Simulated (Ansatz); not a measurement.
Relaxed bulk TaN:

```cif
data_structure
_symmetry_space_group_name_H-M 'P 1'
_symmetry_Int_Tables_number 1
_cell_length_a 2.8895
_cell_length_b 2.8895
_cell_length_c 5.8608
_cell_angle_alpha 90.000
_cell_angle_beta 90.000
_cell_angle_gamma 120.000
_cell_volume 42.38
loop_
_atom_site_label
_atom_site_type_symbol
_atom_site_fract_x
_atom_site_fract_y
_atom_site_fract_z
_atom_site_occupancy
Ta1 Ta 0.00000 0.00000 0.00000 1
Ta2 Ta 0.00000 0.00000 0.50000 1
N1 N 0.33333 0.66667 0.25000 1
N2 N 0.66667 0.33333 0.75000 1
```

Miller indices refer to the conventional cell of P6_3/mmc (No. 194), a = 2.889 Å, b = 2.889 Å, c = 5.861 Å, α = 90.00°, β = 90.00°, γ = 120.00°.

Consider the (100) slab of 15 planes, 11.7 Å thick with 15 Å of vacuum as cut; outer planes N (top) and N (bottom), all atoms relaxed.

Method: DFT PBEsol, scalar-relativistic, plane waves, PAW in Ansatz 0.2.0. Settings: cutoff 420 eV, Γ-centred mesh 12×6×1 on the computed 20-atom cell, Gaussian smearing of 0.10 eV; no spin polarisation. The cell repeats along c with a dipole correction in the vacuum.

Problem. Estimate the surface energy (mean of both faces).

Solution. 2.43 J/m².

Problem. Estimate the work function.

Solution. 4.47 eV.

Problem. The top two planes lie 0.834 Å apart in the bulk. How does relaxation change this?

Solution. The spacing becomes 0.626 Å (-24.9 %).

Spin-orbit coupling is left out, which matters for the bands of heavy elements.

The reference crystal is a form of TaN, which isn't its usual structure.